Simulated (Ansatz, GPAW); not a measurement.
Given: the input of a run of GPAW 26.7.0 (ASE script) on Ti (Titanium). 

run.py

```python
from ase import Atoms
from ase.dft.bandgap import bandgap
from ase.io import write
from ase.units import GPa
from gpaw import GPAW, PW

atoms = Atoms(['Ti', 'Ti'],
              cell=[[2.95, 0.0, 0.0],
                    [-1.475, 2.5547749412, 0.0],
                    [0.0, 0.0, 4.68]],
              scaled_positions=[[0.6666666667, 0.3333333333, 0.75],
                                [0.3333333333, 0.6666666667, 0.25]],
              pbc=True)

calc = GPAW(mode=PW(600),
            xc='PBE',
            kpts={'size': (10, 10, 6), 'gamma': True},
            occupations={'name': 'methfessel-paxton', 'order': 0, 'width': 0.023},
            nbands=24,
            convergence={'density': 1e-05, 'energy': 1e-05},
            maxiter=150,
            txt='gpaw.txt')
atoms.calc = calc
energy = atoms.get_potential_energy()
forces = atoms.get_forces()
stress = atoms.get_stress()
calc.write('gs.gpw')
write('result.traj', atoms)
print(f'Energy: {energy:.6f} eV')
print('Forces (eV/A):')
print(forces.round(4))
print('Stress (GPa):', (stress / GPa).round(3))
print('Fermi level:', round(calc.get_fermi_level(), 4), 'eV')
print(f'Gap: {bandgap(calc)[0]:.4f} eV, direct: {bandgap(calc, direct=True)[0]:.4f} eV')
```

Potentials or basis: GPAW PAW data sets (gpaw-data 1.2.1), pw.

Command:

```bash
$ OMP_NUM_THREADS=1 python run.py
```

Set up the same calculation for Ansatz 0.2.0. Potentials or basis there: all-electron LAPW, scalar-relativistic.

As run (cutoffs and basis follow the program's own potentials, and thresholds, step limits or extra output files can differ):

File input.yaml:

```yaml
crystal:
  lattice:
    - [2.95, 0.0, 0.0]
    - [-1.475, 2.5547749412, 0.0]
    - [0.0, 0.0, 4.68]
  atoms:
    - { symbol: Ti, position: [0.6666666667, 0.3333333333, 0.75] }
    - { symbol: Ti, position: [0.3333333333, 0.6666666667, 0.25] }
kpoints:
  mp_grid: { grid: [10, 10, 6] }
scf:
  occupations: { method: gaussian, width: 0.023 }
hamiltonian:
  xc: pbe
  pseudopotentials: { kind: all_electron, lapw: { basis_error: 0.001 } }
output:
  forces: true
  stress: true
  eigenvalues: true
```

Potentials or basis: all-electron LAPW, scalar-relativistic.

Run with:

```sh
$ ansatz run input.yaml --threads 1 --pin off --max-ram 3072MiB --backend cpu --events-out ev --progress --plain --runs-dir out
```

Both were run:

|  | GPAW | Ansatz |
| --- | --- | --- |
| Pressure | -2.0 GPa | -1.4 GPa |

Where Ansatz's input types no cutoff or centring, it takes its own default and a Γ-centred mesh.

Pressure is positive in compression.
